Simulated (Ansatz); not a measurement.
`[BH2][Zn][CH2]C` + `CC[SiH](O)F` → `C[CH2][Zn][CH2]C` + `B[SiH](O)F`  (redistribution)

Program: Ansatz. Geometries: PBE0-D4/def2-TZVP. ΔE: electronic, gas phase. CCSD(T)/CBS is the MP2 limit (def2-TZVPP, def2-QZVPP) plus CCSD(T) − MP2 in def2-TZVPP, frozen cores. Functionals use def2-TZVPP. For Zn outer-core shells are correlated without core-valence functions, which leaves a few kJ/mol of doubt a bond. Scalar relativity is left out up to krypton. Each species was taken in one conformer, which may not be the lowest.

```json
{"level": "ωB97X-V", "ΔE (kJ/mol)": "38.2"}
{"level": "CCSD/CBS(def2)", "ΔE (kJ/mol)": "38.5"}
```

Q: What does CCSD(T)/CBS give? (Best estimate.)

A: Computed: +37.1 kJ/mol. The listed levels differ from it by 1.1, 1.4 kJ/mol.

Largest T1 diagnostic among the species: 0.013.

In def2-TZVPP, CCSD(T) changes the Hartree–Fock value by −6.7 kJ/mol (the triples alone add −1.3 kJ/mol) and MP2 by −8.4 kJ/mol. From PBE to PBE0 (25 % exact exchange), in def2-TZVPP and without D4, ΔE moves by +5.4 kJ/mol.

CCSD(T)/CBS has its own doubt, a few kJ/mol and more with outer-core shells, so smaller differences from it don't rank the levels.
